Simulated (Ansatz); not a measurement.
# Grids, density cutoff and precision for a charged defect: V_H in MgH2 (P4_2/mnm), part 2 of 2

Aim: the (0/−1) level of V_H in MgH2 (P4_2/mnm) as a function of the real-space grids and precision, with the cost of each choice. The model is a cell of 72 host atoms with 1 H taken out; the atoms are relaxed once and then held.

Ansatz 0.2.0; plane-wave PAW DFT; relaxations with PBE, then single points with PBE, on supercells at fixed charge in a uniform background.

So far: Set-up; Relaxing both charge states, PBE.

**3. First setting: xc grid 1, density cutoff 4×**

Exchange and correlation are summed on a grid, and the density has a cutoff of its own. Both cost time, so it pays to know whether the level notices them.

qm1.x1r4auto/input.yaml reads:

```yaml
crystal:
  checkpoint: "../qm1.relax.run"
  host: checkpoint
total_charge: -1
basis:
  ecutwfc: 420
  xc_grid: 1
  ecutrho_ratio: 4
  precision: auto
hamiltonian:
  xc: pbe
kpoints:
  mp_grid: { grid: [1, 1, 1] }
scf:
  occupations: { method: fixed }
  max_iter: 60
output:
  forces: true
  charged_corrections:
    epsilon: [4.16, 4.16, 4.21]
    static_epsilon: [11.89, 11.89, 8.5]
    defect_position: [0.402172, 0.597828, 0.5]
  eigenvalues: true
checkpoint:
  write: "../qm1.x1r4auto.run"
  compress: false
  write_wavefunctions: false
  write_every: 100000
```

Command:

```console
ansatz run input.yaml --threads 8 --pin off --max-ram 17899MiB --backend cpu --events-out ev --progress --plain --runs-dir out
```

Numbers of over 12 decimals in the logs are rounded to 6 here.

Log:

```text
[...]
crystal.checkpoint: the structure is that of <dir>, a `relax` run, at its step 4: its result, under pbe at a charge of -1 e; 71 atoms read, 0 with a starting moment; no density is read with it (checkpoint.read); crystal.structure_sha256 for this input is
[...]
Crystal: 71 atoms, lattice volume = 737.467 Å³
Basis set: ecut = 420 eV, 14371 PW (Γ)
Bands: 215, of which v1, the nominal top of the filled ones, is band 144 counted from 1 (143 counted from 0)
Symmetry: 1 space group operations
[...]
k-points: 1
[...]
SCF iter   1: F=—  HF=-46923.628566 eV  |F-HF|=—  |Δ(HF+E_count)|=         —  Δρ=9.30e-3  dr2=1.11e0  ethr=1.77e-3  ⟨swp⟩=5.0  Hψ=786  notcnv=0  defer=64
[...]
SCF iter   3: F=—  HF=-46923.190697 eV  |F-HF|=—  |Δ(HF+E_count)|=   9.28e-2  Δρ=8.00e-4  dr2=6.58e-3  ethr=8.66e-5  ⟨swp⟩=3.0  Hψ=215  notcnv=0  defer=19
automatic band count: iteration 3 solves 166 bands in place of 215: the levels show a gap, and the empty bands left out lie too high to hold charge; the band table lists the bands solved (type scf.n_extra_bands for more)
SCF iter   4: F=—  HF=-46923.189548 eV  |F-HF|=—  |Δ(HF+E_count)|=   1.15e-3  Δρ=1.92e-4  dr2=1.99e-4  ethr=2.28e-6  ⟨swp⟩=2.0  Hψ=242  notcnv=0  defer=20
[...]
SCF iter   7: F=-46923.190022 eV  HF=-46923.190022 eV  |F-HF|=7.30e-9  |Δ(HF+E_count)|=   2.86e-7  Δρ=1.28e-6  dr2=1.05e-8  ethr=3.47e-11  ⟨swp⟩=10.0  Hψ=757  notcnv=0
SCF 1 converged in 7 iterations: F = -46923.190022 eV  dr2 = 1.05e-8
[...]
SCF converged after 7 iterations
Free energy (F): -46923.190022 eV
[...]
Internal energy: -46923.190022 eV  (E = F + TS)
E sigma→0 (E₀):  -46923.190022 eV
Fermi energy:    4.330268 eV
[...]
--- Forces (eV/Å), atoms counted from 1 ---
  atom   1  Mg    -0.00480489    -0.00439341    -0.00252549
  atom   2  Mg    -0.00081982     0.00111591     0.00013425
  [... 6 atoms left out ...]
  atom   9  H     -0.00055393     0.00509723     0.00197014
  [... 5 atoms left out ...]
  atom  15  H      0.00405332     0.00385056    -0.00230797
  [... 9 atoms left out ...]
  atom  25  Mg    -0.00892188     0.00953611    -0.00166303
  [... 1 atom left out ...]
  atom  27  H      0.00286364    -0.00197054     0.00398229
  atom  28  H      0.00142364    -0.00315158     0.00596274
  [... 3 atoms left out ...]
  atom  32  H      0.00376282    -0.00200327    -0.00281177
  [... 1 atom left out ...]
  atom  34  H      0.00059699    -0.00483218    -0.00294866
  [... 12 atoms left out ...]
  atom  47  H     -0.01208070     0.00967767     0.00127357
  [... 13 atoms left out ...]
  atom  61  Mg     0.00600532    -0.00726209    -0.00371143
  [... 5 atoms left out ...]
  atom  67  Mg     0.00508339    -0.00562952     0.00098409
  [... 4 atoms left out ...]
  max |Σ_I F_I| component: 2.28e-4 eV/Å
[...]
F Makov-Payne    = n/a  (the rows are of the electrons' constant alone; ansatz place-levels tells what screens the charge)
[...]
--- Band table (eV) ---
[...]
```

The job ended after 1.5 s (8 threads of Intel Xeon 6975P-C (Granite Rapids), shared host; peak memory 0.77 GiB; 7.6 s of CPU time).

Both charges and the host at this setting go to place-levels, which corrects for the image charge and aligns the potentials.

levels.x1r4auto.yaml reads:

```yaml
host:
  run: host.x1r4auto.run
states: [qm1.x1r4auto.run, q0_M1.x1r4auto.run]
geometry_from:
  qm1.x1r4auto.run: qm1.relax.run
  q0_M1.x1r4auto.run: q0_M1.relax.run
  host.x1r4auto.run: host.relax.run
```

Command:

```console
ansatz place-levels levels.x1r4auto.yaml -- --threads 8 --pin off --max-ram 17899MiB
```

Log:

```text
(0/-1) 3.122 eV above the valence edge, 0.582 eV under the conduction edge
  edges by pbe, gap 3.704 eV; the host is sampled to repeats of 9.03 Å
  the defect's cells are sampled to repeats of 9.03 Å, like sampling
  charge 0: +0.000 eV for its dipole among its images, +0.000 omitted
  charge -1: -46922.9915 eV with its correction of +0.199 eV, at epsilon [11.89, 11.89, 8.5], aligned at sites: +0.0121 eV, mean over 39 atomic sites at or beyond 4.52 Å from the defect at [0.4022, 0.5978, 0.5000], with +0.000000 for the charge's moments and [...]
  of states[1] (q0_M1.x1r4auto.run): its only k-point is the zone centre, where a defect's energies can be off by tenths of an eV or more: see "From the zone centre to a mesh" in the quickstart
  of states[0] (qm1.x1r4auto.run): how wide its charge is, is not read beside other atoms or cores, and a band state would take no correction. [...]
```

It took 0.11 s on 8 threads.

At this setting the gap is 3.704 eV and (0/−1) lies 3.122 eV above the valence top.

**4. The other settings**

In the defect's inputs only the studied keys change. One input of each further setting:

qm1.x2r4auto/input.yaml, as its differences from qm1.x1r4auto/input.yaml of step 3:

```diff
@@ -6,3 +6,3 @@
   ecutwfc: 420
-  xc_grid: 1
+  xc_grid: 2
   ecutrho_ratio: 4
@@ -24,3 +24,3 @@
 checkpoint:
-  write: "../qm1.x1r4auto.run"
+  write: "../qm1.x2r4auto.run"
   compress: false
```

qm1.x3r4auto/input.yaml, as its differences from qm1.x2r4auto/input.yaml of step 4:

```diff
@@ -6,3 +6,3 @@
   ecutwfc: 420
-  xc_grid: 2
+  xc_grid: 3
   ecutrho_ratio: 4
@@ -24,3 +24,3 @@
 checkpoint:
-  write: "../qm1.x2r4auto.run"
+  write: "../qm1.x3r4auto.run"
   compress: false
```

qm1.x2r6auto/input.yaml, as its differences from qm1.x3r4auto/input.yaml of step 4:

```diff
@@ -6,4 +6,4 @@
   ecutwfc: 420
-  xc_grid: 3
-  ecutrho_ratio: 4
+  xc_grid: 2
+  ecutrho_ratio: 6
   precision: auto
@@ -24,3 +24,3 @@
 checkpoint:
-  write: "../qm1.x3r4auto.run"
+  write: "../qm1.x2r6auto.run"
   compress: false
```

Xc grid 2, density cutoff 6×: no level is given: the program refused to place it, or it failed a test of edges or alignment.

qm1.x2r9auto/input.yaml, as its differences from qm1.x2r6auto/input.yaml of step 4:

```diff
@@ -7,3 +7,3 @@
   xc_grid: 2
-  ecutrho_ratio: 6
+  ecutrho_ratio: 9
   precision: auto
@@ -24,3 +24,3 @@
 checkpoint:
-  write: "../qm1.x2r6auto.run"
+  write: "../qm1.x2r9auto.run"
   compress: false
```

qm1.x2r4f64/input.yaml, as its differences from qm1.x2r9auto/input.yaml of step 4:

```diff
@@ -7,4 +7,4 @@
   xc_grid: 2
-  ecutrho_ratio: 9
-  precision: auto
+  ecutrho_ratio: 4
+  precision: f64
 hamiltonian:
@@ -24,3 +24,3 @@
 checkpoint:
-  write: "../qm1.x2r9auto.run"
+  write: "../qm1.x2r4f64.run"
   compress: false
```

qm1.x1r3auto/input.yaml, as its differences from qm1.x2r4f64/input.yaml of step 4:

```diff
@@ -6,5 +6,5 @@
   ecutwfc: 420
-  xc_grid: 2
-  ecutrho_ratio: 4
-  precision: f64
+  xc_grid: 1
+  ecutrho_ratio: 3
+  precision: auto
 hamiltonian:
@@ -24,3 +24,3 @@
 checkpoint:
-  write: "../qm1.x2r4f64.run"
+  write: "../qm1.x1r3auto.run"
   compress: false
```

**5. Result against cost**

Times of the states on 8 threads of Intel Xeon 6975P-C (Granite Rapids), shared host; the host is run again at each setting:

```
                real-space grids and precision  gap (eV)  (0/−1) above the valence top (eV)  under the conduction bottom (eV)  level less that at xc grid 2, density cutoff 9× (meV)  time, both charge states  time, host and placing  peak memory of a state (GiB)
                  xc grid 1, density cutoff 4×     3.704                              3.122                             0.582                                                      0                     4.9 s                   6.8 s                           1.2
                  xc grid 2, density cutoff 4×     3.704                              3.122                             0.582                                                      0                     4.8 s                   6.8 s                           1.2
                  xc grid 3, density cutoff 4×     3.704                              3.122                             0.582                                                      0                     5.6 s                     6 s                           1.4
                  xc grid 2, density cutoff 9×     3.704                              3.123                             0.582                                                      0                     6.2 s                   1.4 s                           1.8
xc grid 2, density cutoff 4×, double precision     3.704                              3.122                             0.582                                                      0                       6 s                   7.3 s                           1.1
                  xc grid 1, density cutoff 3×     3.704                              3.122                             0.582                                                      0                     5.1 s                   1.4 s                           1.1
```

**6. What came out**

```
(0/minus 1) level, xc grid 1, density cutoff 4×                   : 3.12 eV
(0/minus 1) level, xc grid 2, density cutoff 4×                   : 3.12 eV
(0/minus 1) level, xc grid 3, density cutoff 4×                   : 3.12 eV
(0/minus 1) level, xc grid 2, density cutoff 9×                   : 3.12 eV
(0/minus 1) level, xc grid 2, density cutoff 4×, double precision : 3.12 eV
(0/minus 1) level, xc grid 1, density cutoff 3×                   : 3.12 eV
```

What this shows: Over the settings in the table the level spans 0.000 eV; 5 of the 5 other distinct settings kept lie within 0.02 eV of the reference (xc grid 2, density cutoff 9×, 3.12 eV); times on a shared host scatter too much to rank them. Only the charges −1 and 0 were run, each from one start, so (0/−1) need not be a change between stable states. The host ran in cells of different size at different settings, so its times don't compare. Keep in mind: sampling at the zone centre alone can move energies of charged and open-shell states by tenths of an eV or more in cells of this size; PBE makes the gap too small and tends to spread out bound carriers.

[Logs are printed without paths, hosts, clocks, repeated set-up lines and the standing remarks that a program may print on its own settings, such as how far it seeks lower states.]

[Hosts, paths, dates, database ids (printed as entryN), source tags and the programs' standing remarks are cut or masked in the printed files.]

[Where a table of states has a column of steps, it counts the stored structures, which are thinned; the runs took as many ionic steps or more.]

[For some hosts the program warned that the k-mesh of the response run may be too coarse for force constants and the static dielectric constant; such warnings are not shown here.]
